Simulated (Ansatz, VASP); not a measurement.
## NaI in VASP and in Ansatz

```
Na I
1.0
     0.00000    3.61643    3.61643
     3.61643    0.00000    3.61643
     3.61643    3.61643    0.00000
Na I
1 1
Direct
  0.00000 0.00000 0.00000
  0.25000 0.25000 0.25000
```

Alike in both runs: task single point; functional PBE; k mesh 6 × 6 × 6; no spin polarisation.

|  | VASP | Ansatz |
| --- | --- | --- |
| version | VASP 6.6.1 | Ansatz 0.2.0 |
| potentials or method | VASP PAW PBE potentials, release 64 (Na_pv, I) | plane waves, PAW |
| plane-wave cutoff (eV) | 520 | 420 |
| occupations | gaussian, width 0.01 eV | fixed |
| valence electrons in the cell | 14 | 26 |

|  | VASP | Ansatz | Ansatz less VASP |
| --- | --- | --- | --- |
| gap on the k mesh at the Fermi level (eV) | 3.72 | 3.72 | +0.003 |
| pressure (GPa) | -0.3 | -0.3 | -0.01 |

The two sets of potentials don't hold the same shells in valence.

Caveats: spin-orbit coupling is left out, which moves the levels of the heavy elements. As with any semilocal functional, this PBE gap is likely too small.
